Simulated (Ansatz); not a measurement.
# 5-layer 1T-SrCl2 (AA) in a perpendicular field, part 3 of 3

What dipole does a perpendicular field induce in the 5-layer 1T-SrCl2 (AA), and does the gap follow? A positive field points along +c.

Ansatz 0.2.0; plane-wave DFT, LDA, Ansatz PAW.

So far, gap along the path (eV): step 3 (atoms held, field 0, start network) 5.00; step 5 (field -0.05 V/Å) 4.88; step 6 (field 0.1 V/Å) 4.62; step 7 (field 0.2 V/Å) 3.94; step 8 (field 0.3 V/Å) 3.16.

## (9) Response, atoms held

This step: plane-wave DFT, LDA, Ansatz PAW; response to a field along the normal, atoms held (Ansatz 0.2.0).

The dipoles give the slope, and the difference of two potentials shows where the field is screened.

This step gave:

```
equivalent conductor thickness p/(ε₀AE) : 17.03 Å
distance between the outer atoms        : 24.38 Å
```

The dipole of the cell by applied field:

| applied field (V/Å) | dipole of the cell (e·Å) |
| --- | --- |
| -0.050 | -0.0760 |
| 0.000 | -1.0e-6 |
| 0.050 | 0.0760 |
| 0.100 | 0.152 |
| 0.200 | 0.304 |
| 0.300 | 0.456 |

The local field over applied field oscillates, so the rows of the table below give means over windows of 5.45 Å about each position, cut where the curve ends. Its maxima inside the range that stand out by 2 % of the span (Å: value): 13.1: 0.472, 18.5: 0.471, 23.8: 0.471, 29.3: 0.472. Its minima: 10.3: 0.288, 15.7: 0.292, 21.2: 0.292, 26.6: 0.292, 32.1: 0.288.

Local field over the applied field, running mean. From the potentials at -0.05 and 0.05 V/Å; running mean over 2.5 Å. Table of local field over applied field by z; means over each step:

| z (Å) | local field over applied field |
| --- | --- |
| 6.85 | 0.783 |
| 12.30 | 0.373 |
| 17.75 | 0.374 |
| 23.20 | 0.374 |
| 28.65 | 0.374 |
| 34.10 | 0.597 |

The induced electron density oscillates, so the rows of the table below give means over windows of 2.8 Å about each position, cut where the curve ends. Its maxima inside the range that stand out by 2 % of the span (Å: e/Å³ per V/Å): 8.1: 0.00305, 10.9: 5.1e-4, 13.7: 0.00222, 16.2: 5.2e-4, 19.1: 0.00220, 21.6: 5.3e-4, 24.4: 0.00217, 27.1: 5.3e-4, 29.9: 0.00221, 32.5: 6.1e-4. Its minima: 9.9: -6.1e-4, 12.5: -0.00221, 15.3: -5.3e-4, 18.0: -0.00218, 20.8: -5.3e-4, 23.3: -0.00220, 26.2: -5.2e-4, 28.7: -0.00222, 31.5: -5.1e-4, 34.3: -0.00305.

Electrons, planar mean, per unit field. Induced electron density against z; means over each step:

z (Å), induced electron density (e/Å³ per V/Å) and a bar from the least value:
```
     5.52    0.00008 ##############
     8.32    0.00136 ##############################
    11.12   -0.00045 ########
    13.92    0.00040 ##################
    16.72   -0.00053 #######
    19.52    0.00050 ###################
    22.32   -0.00059 ######
    25.12    0.00057 ####################
    27.92   -0.00060 ######
    30.72    0.00061 #####################
    33.52   -0.00107 
    36.32   -0.00027 ##########
```

The smaller of the gaps on the path and on the k-mesh, counted as 0 under 0.03 eV; in a wide-gap layer a fall can come from a state in the tilted vacuum. Gap against applied field:

| applied field (V/Å) | gap (eV) |
| --- | --- |
| -0.050 | 4.88 |
| 0.000 | 5.00 |
| 0.050 | 4.88 |
| 0.100 | 4.62 |
| 0.200 | 3.94 |
| 0.300 | 3.16 |

By hand: between -0.05 and 0.05 V/Å the dipole changes by 0.1520 e·Å, a slope of 1.520 e·Å²/V. A perfect conductor of thickness t has p = ε₀AEt, so t = 180.95 × 1.520 / 16.147 = 17.03 Å (e/ε₀ = 180.95 V·Å, A in Å²).

The induced dipole is that of a conductor 17.03 Å thick.

## (10) Varying the input

This step: plane-wave DFT, LDA, Ansatz PAW (Ansatz 0.2.0).

A run with a changed input: it repeats the earlier run at 0.05 V/Å with scf.lower_state_search to standard and kpoints.mp_grid.grid from [12, 12, 1] to [10, 10, 1].

Input file input.yaml:

```yaml
crystal:
  lattice:
    - [4.3180126438, 0.0, 0.0]
    - [-2.1590063219, 3.7395086434, 0.0]
    - [0.0, 0.0, 42.3847209654]
  atoms:
    - { symbol: Cl, position: [0.6666666667, 0.3333333333, 0.2123406689] }
    - { symbol: Sr, position: [0.0, 0.0, 0.2445521824] }
    - { symbol: Cl, position: [0.3333333333, 0.6666666667, 0.276852329] }
    - { symbol: Cl, position: [0.6666666667, 0.3333333333, 0.3400182603] }
    - { symbol: Sr, position: [0.0, 0.0, 0.3723184334] }
    - { symbol: Cl, position: [0.3333333333, 0.6666666667, 0.4046141434] }
    - { symbol: Cl, position: [0.6666666667, 0.3333333333, 0.4677029391] }
    - { symbol: Sr, position: [0.0, 0.0, 0.5] }
    - { symbol: Cl, position: [0.3333333333, 0.6666666667, 0.5322970609] }
    - { symbol: Cl, position: [0.6666666667, 0.3333333333, 0.5953858566] }
    - { symbol: Sr, position: [0.0, 0.0, 0.6276815666] }
    - { symbol: Cl, position: [0.3333333333, 0.6666666667, 0.6599817397] }
    - { symbol: Cl, position: [0.6666666667, 0.3333333333, 0.723147671] }
    - { symbol: Sr, position: [0.0, 0.0, 0.7554478176] }
    - { symbol: Cl, position: [0.3333333333, 0.6666666667, 0.7876593311] }
kpoints:
  mp_grid: { grid: [10, 10, 1] }
  band_path:
    path: [[0, 0, 0], [0.5, 0, 0], [0.33333333, 0.33333333, 0], [0, 0, 0]]
    npoints: 16
hamiltonian:
  xc: lda
scf:
  occupations: { method: fermi_dirac, width: 0.05 }
  convergence: { dr2_threshold: 1.0e-10 }
  lower_state_search: standard
efield:
  axis: 3
  dipole_correction: true
  ramp_position: 0.97
  ramp_width: 0.06
  amplitude: 0.05
output:
  write_potential: true
  write_density: true
  volumetric_format: npy
```

On the command line:

```
$ ansatz run input.yaml --threads 4 --pin off --max-ram 12288MiB --backend cpu --events-out ev --progress --plain --runs-dir out
```

Numbers of over 12 decimals in the logs are rounded to 6 here.

The log of the run:

```text
[...]
Crystal: 15 atoms, lattice volume = 684.396 Å³
Basis set: ecut = 420 eV, 13371 PW (Γ)
Bands: 75, of which v1, the nominal top of the filled ones, is band 60 counted from 1 (59 counted from 0)
Symmetry: 6 space group operations
k-points: 14 of 100 (time reversal used)
[...]
SCF iter   1: F=—  HF=-27700.596942 eV  |F-HF|=—  |Δ(HF+E_count)|=         —  Δρ=2.08e-2  dr2=6.08e0  ethr=3.10e-3  p=0.117 e·Å  D=3.09e-2 V/Å  ΔV_dip=-1.31 eV  dr2_dipole=1.64e-3  V_vac-E_F(+/−)=7.10/6.45 eV  ⟨swp⟩=17.6  Hψ=7544  notcnv=0  defer=4
[...]
SCF iter  10: F=-27698.687021 eV  HF=-27698.687021 eV  |F-HF|=5.09e-11  |Δ(HF+E_count)|=  2.18e-11  Δρ=9.29e-8  dr2=8.60e-11  ethr=1.00e-12  p=0.076 e·Å  D=2.01e-2 V/Å  ΔV_dip=-0.85 eV  dr2_dipole=9.26e-12  V_vac-E_F(+/−)=5.76/4.66 eV  ⟨swp⟩=20.7  Hψ=6015  notcnv=0
SCF 1 converged in 10 iterations: F = -27698.687021 eV  dr2 = 8.60e-11
[...]
SCF converged after 10 iterations
Free energy (F): -27698.687021 eV
[...]
Internal energy: -27698.687021 eV  (E = F + TS)
E sigma→0 (E₀):  -27698.687021 eV
Fermi energy:    1.203886 eV
Dipole field:    D = 0.020093 V/Å  (p = 0.075995 e·Å, saw-weighted, corrected)
Work function:   not extracted (applied field tilts the vacuum); planar V_es + V_field profile in the machine report
[...]
--- Band table (eV; the first three rows and the last of 14) ---
  k-point 0: bands = [... 56 lower, -1.6468, -1.6468, -1.5257, -1.2888, 3.5945, 3.8628, 4.1659, 4.5449, ... 11 higher]
  k-point 1: bands = [... 56 lower, -1.6756, -1.6395, -1.4815, -1.3037, 3.8316, 4.0765, 4.3373, 4.6377, ... 11 higher]
  k-point 2: bands = [... 56 lower, -1.7053, -1.5997, -1.4999, -1.3774, 4.1518, 4.3175, 4.4648, 4.6239, ... 11 higher]
  k-point 13: bands = [... 56 lower, -1.8689, -1.7821, -1.7782, -1.7221, 4.4592, 4.6934, 4.9521, 5.0031, ... 11 higher]
```

Run time: 80 s. Hardware: 4 threads of Arm Neoverse V1, shared host; peak memory 2.2 GiB.

| quantity | this run | earlier run | difference |
| --- | --- | --- | --- |
| dipole along the normal (e·Å) | 0.07600 | 0.07600 | -7.7e-6 |
| gap along the path (eV) | 4.883 | 4.883 | 7.0e-6 |
| smallest direct gap along the path (eV) | 4.883 | 4.883 | 7.0e-6 |
| gap on the k-mesh (eV) | 4.883 | 4.883 | 7.4e-6 |

Nothing in the table moves by 0.01 in its unit (for the dipole 0.5 % and 5e-5 e·Å). The run took 10 SCF cycles against 11.

The change did no harm here.

## (11) What came out

```
gap without field                          : 5.00 eV
ionisation energy, upper face              : 7.77 eV
electron affinity, upper face              : 2.77 eV
equivalent conductor thickness, atoms held : 17.0 Å
```

**Reading.** The induced dipole equals that of a perfect conductor 17.03 Å thick, while the outer atoms lie 24.38 Å apart; an out-of-plane ε follows only once a thickness t is chosen, by 1 − 1/ε = 17.03 Å / t. The gap goes from 5.00 eV to 3.16 eV at 0.3 V/Å. In a field the lowest empty level of a wide-gap layer can be a state in the vacuum, whose place depends on the cell. With the field reversed the gap is 4.88 eV at -0.05 V/Å. Semilocal functionals give gaps that are too small, and excitons are not included. Atoms moved by up to 2.7 Å in the relaxation, so the end structure is to be read from its coordinates and not from the name. Spin-orbit coupling is left out.

[Logs are printed without paths, hosts, clocks, repeated set-up lines and the standing remarks that a program may print on its own settings, such as how far it seeks lower states.]

[Hosts, paths, dates, database ids (printed as entryN), source tags and the programs' standing remarks are cut or masked in the printed files.]

[Maps of the electrostatic potential energy from Ansatz leave out the sawtooth potential of an applied field or a dipole correction, so their vacuum need not be flat; planar profiles and work functions include it.]
